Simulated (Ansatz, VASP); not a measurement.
This is a calculation of In3As for VASP 6.6.1.

Contents of INCAR:

```
SYSTEM = In3As
PREC = Accurate ; ENCUT = 520
EDIFF = 1E-7 ; ISMEAR = -1
SIGMA = 0.05 ; LREAL = .FALSE.
LASPH = .TRUE. ; NELM = 60
ALGO = Normal ; ISIF = 2
LWAVE = .FALSE. ; LCHARG = .FALSE.
GGA = PS ; NBANDS = 30
```

Contents of KPOINTS:

```
regular mesh
0
G
  6 6 6
  0 0 0
```

Contents of POSCAR:

```
In3As
1.0
    4.7026201864      0.0000000000      0.0000000000
    0.0000000000      4.7026201864      0.0000000000
    0.0000000000      0.0000000000      4.7026201864
In As
3 1
Direct
    0.5000000000      0.5000000000      0.0000000000
    0.5000000000      0.0000000000      0.5000000000
    0.0000000000      0.5000000000      0.5000000000
    0.0000000000      0.0000000000      0.0000000000
```

Potentials or basis: VASP PAW PBE potentials, release 64 (In_d, As).

Launch:

```console
$ cat potpaw_PBE.64/In_d/POTCAR potpaw_PBE.64/As/POTCAR > POTCAR
$ mpirun -np 1 vasp_std > vasp.out
```

**Question.** Set up the same calculation for Ansatz 0.2.0. Potentials there: Ansatz PAW.

**Answer.** As run (the cutoff follows the program's own potentials):

The input input.yaml:

```yaml
crystal:
  lattice:
    - [4.7026201864, 0.0, 0.0]
    - [0.0, 4.7026201864, 0.0]
    - [0.0, 0.0, 4.7026201864]
  atoms:
    - { symbol: In, position: [0.5, 0.5, 0.0] }
    - { symbol: In, position: [0.5, 0.0, 0.5] }
    - { symbol: In, position: [0.0, 0.5, 0.5] }
    - { symbol: As, position: [0.0, 0.0, 0.0] }
hamiltonian:
  xc: pbesol
  pseudopotentials: { kind: paw }
kpoints:
  mp_grid: { grid: [6, 6, 6] }
scf:
  occupations: { method: fermi_dirac, width: 0.05 }
output:
  forces: true
  stress: true
  eigenvalues: true
```

Potentials or basis: Ansatz PAW.

Run with:

```console
$ ansatz run input.yaml --threads 1 --pin off --max-ram 3584MiB --backend cpu --events-out ev --progress --plain --runs-dir out
```

Both were run:

|  | VASP | Ansatz | Ansatz less VASP |
| --- | --- | --- | --- |
| gap on the k mesh at the Fermi level (eV) | none | none | - |
| pressure (GPa) | -3.1 | -3.1 | +0.01 |

A gap of «none» marks a metal or a gap that the smearing closes. The functional is the same, so the differences come from potentials, cutoffs and numerics. The two sets of potentials don't hold the same shells in valence.

Caveats: the PAW data sets were made with another functional, which shifts forces and pressure a little (VASP); the PAW data sets come from PBE, with cores solved anew for the run's functional, which leaves a small shift of forces and pressure (Ansatz).
